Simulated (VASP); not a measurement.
Write the native input for VASP 6.6.1 that does the following.

* Task: relaxation of cell and atoms
* Functional: PBEsol
* Dispersion: D4
* Potentials or basis: VASP PAW PBE potentials, release 64 (Ga_d, P)
* Cutoff: 600 eV
* k mesh: 8 × 8 × 8
* Occupations: fermi-dirac, width 0.05 eV
* Spin: no spin polarisation
* Dipole correction: no
* Further INCAR settings: ALGO = Normal; EDIFF = 1e-06; IBRION = 2; EDIFFG = -0.01; NSW = 80; ISIF = 3

The structure of GaP lies in POSCAR:

```
GaP
1.0
    0.0000000000      2.7252500000      2.7252500000
    2.7252500000      0.0000000000      2.7252500000
    2.7252500000      2.7252500000      0.0000000000
Ga P
1 1
Direct
    0.0000000000      0.0000000000      0.0000000000
    0.7500000000      0.7500000000      0.7500000000
```

These files were run (other wordings do the same):

INCAR

```
ALGO     = Normal         # electronic algorithm
EDIFF    = 1E-6           # SCF threshold, eV
EDIFFG   = -0.01          # ionic threshold
ENCUT    = 600            # plane-wave cutoff, eV
GGA      = PS             # functional
IBRION   = 2              # ionic algorithm
ISIF     = 3              # what is computed and relaxed
ISMEAR   = -1             # smearing method
IVDW     = 13             # dispersion correction
LASPH    = True           # aspherical terms in the spheres
LCHARG   = False          # write CHGCAR
LREAL    = False          # projectors in reciprocal space
LWAVE    = False          # write WAVECAR
NELM     = 100            # most SCF steps
NSW      = 80             # ionic steps
PREC     = Accurate       # precision mode
SIGMA    = 0.05           # smearing width, eV
```

KPOINTS

```
k-points
0
Gamma
  8 8 8
```

Potentials or basis: VASP PAW PBE potentials, release 64 (Ga_d, P).

Command:

```sh
$ cat potpaw_PBE.64/Ga_d/POTCAR potpaw_PBE.64/P/POTCAR > POTCAR
$ mpirun -np 1 vasp_std > vasp.out
```

It gave:

* Relaxed volume: 19.68 Å³/atom
* Relaxed cell: a = 3.818 Å, b = 3.818 Å, c = 3.818 Å, α = 60.00°, β = 60.00°, γ = 60.00°
* Space group after relaxing (to 0.05 Å): F-43m (No. 216)
* Energy gained by relaxing: 4.3 meV/atom
* Ionic steps: 3
* Pressure after relaxing: 0.0 GPa
* Band gap on the k mesh: 1.46 eV, indirect (least direct gap 1.98 eV)
* Dispersion energy per atom: -0.243 eV

Caveat: the PAW data sets were made with another functional, which shifts forces and pressure a little.

Wall time 15 s on 1 thread of Intel(R) Xeon(R) 6975P-C (Granite Rapids) (shared host), peak memory 0.19 GiB.
